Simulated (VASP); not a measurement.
A run of VASP 6.6.1 is set up as follows.

The input INCAR:

```
ALGO = Fast
EDIFF = 1E-4
EDIFFG = -0.08
ENCUT = 520
GGA = PE
IBRION = 2
ISIF = 3
ISMEAR = 0
KPAR = 2
LASPH = True
LCHARG = False
LREAL = Auto
LWAVE = False
NELM = 60
NSW = 24
PREC = Normal
SIGMA = 0.15
```

File KPOINTS:

```
k-points
0
Gamma
  4 4 1
```

POSCAR

```
Sb2Se3
1.0
    4.1522159200      0.0000000000      0.0000000000
   -2.0761079600      3.5959244700      0.0000000000
    0.0000000000      0.0000000000     18.2368655200
Sb Se
4 6
Direct
    0.3333333300      0.6666666700      0.3600649200
    0.6666666700      0.3333333300      0.8600649200
    0.6666666700      0.3333333300      0.6399350800
    0.3333333300      0.6666666700      0.1399350800
    0.6666666700      0.3333333300      0.2500000000
    0.3333333300      0.6666666700      0.7500000000
    0.3333333300      0.6666666700      0.5305600800
    0.6666666700      0.3333333300      0.0305600800
    0.3333333300      0.6666666700      0.9694399200
    0.6666666700      0.3333333300      0.4694399200
```

Potentials or basis: VASP PAW PBE potentials, release 64 (Sb, Se).

Run with:

```sh
$ cat potpaw_PBE.64/Sb/POTCAR potpaw_PBE.64/Se/POTCAR > POTCAR
$ mpirun -np 2 vasp_std > vasp.out
```

(1) Estimate the space group after relaxing (to 0.05 Å).

(2) What does it give for the relaxed cell?

(3) What does it give for the band gap on the k mesh?

Results:

(1) P6_3/mmc (No. 194).

(2) a = 4.003 Å, b = 4.003 Å, c = 20.991 Å, α = 90.00°, β = 90.00°, γ = 120.00°.

(3) 0.46 eV, direct.

Caveat: the k mesh is coarse (spacing up to 0.44 Å⁻¹), so the values aren't converged; spin-orbit coupling is left out, which moves the levels of the heavy elements; an odd mesh through Γ misses points on the zone boundary, where band edges often lie.
